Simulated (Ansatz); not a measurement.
Wanted: the native input for an Ansatz 0.2.0 run.

| Property | Result |
| --- | --- |
| Task | elastic constants |
| Functional | PBE |
| Potentials or basis | all-electron LAPW, scalar-relativistic |
| Cutoff | 327 eV (chosen from the basis error) |
| Basis error allowed | 0.001 eV/atom |
| k mesh | 7 × 7 × 7 |
| Occupations | fermi-dirac, width 0.05 eV |
| Spin | no spin polarisation |

Crystal: CdO (Monteponite).

```xyz
2
Lattice="0.0000 2.3495 2.3495 2.3495 0.0000 2.3495 2.3495 2.3495 0.0000" Properties=species:S:1:pos:R:3 pbc="T T T"
Cd    0.0000    0.0000    0.0000
O     2.3495    2.3495    2.3495
```

These files were run (other wordings do the same):

input.yaml

```yaml
crystal:
  lattice:
    - [0.0, 2.3495, 2.3495]
    - [2.3495, 0.0, 2.3495]
    - [2.3495, 2.3495, 0.0]
  atoms:
    - { symbol: Cd, position: [0.0, 0.0, 0.0] }
    - { symbol: O, position: [0.5, 0.5, 0.5] }
kpoints:
  mp_grid: { grid: [7, 7, 7] }
scf:
  occupations: { method: fermi_dirac, width: 0.05 }
hamiltonian:
  xc: pbe
  pseudopotentials: { kind: all_electron, lapw: { basis_error: 0.001 } }
output:
  forces: true
  stress: true
elastic:
  mode: relaxed_ion
  stencil: two_point
```

Potentials or basis: all-electron LAPW, scalar-relativistic.

The run is started by

```console
$ ansatz run input.yaml --threads 1 --pin off --max-ram 3072MiB --backend cpu --events-out ev --progress --plain --runs-dir out
```

It gave:

| Item | Value |
| --- | --- |
| Pressure | 6.1 GPa |
| Band gap on the k mesh | none (metal or under the smearing width) |
| Elastic constants C11, C12, C44 | 229, 117, 46 GPa |
| Voigt bulk modulus | 155 GPa |

Caveat: the k mesh is thin for a metal, which can move the energy by tens of meV per atom; a metal's response needs a denser mesh; the cell is more than 3 GPa from zero pressure, which shifts response properties; elastic constants of metals need much finer meshes, so these are rough; this crystal is a semiconductor, whose small gap the functional closes, so the metal is an error of the method.

It took 29 s on 1 thread of Intel(R) Xeon(R) Platinum 8488C (Sapphire Rapids), on a shared host, peak memory 0.41 GiB.
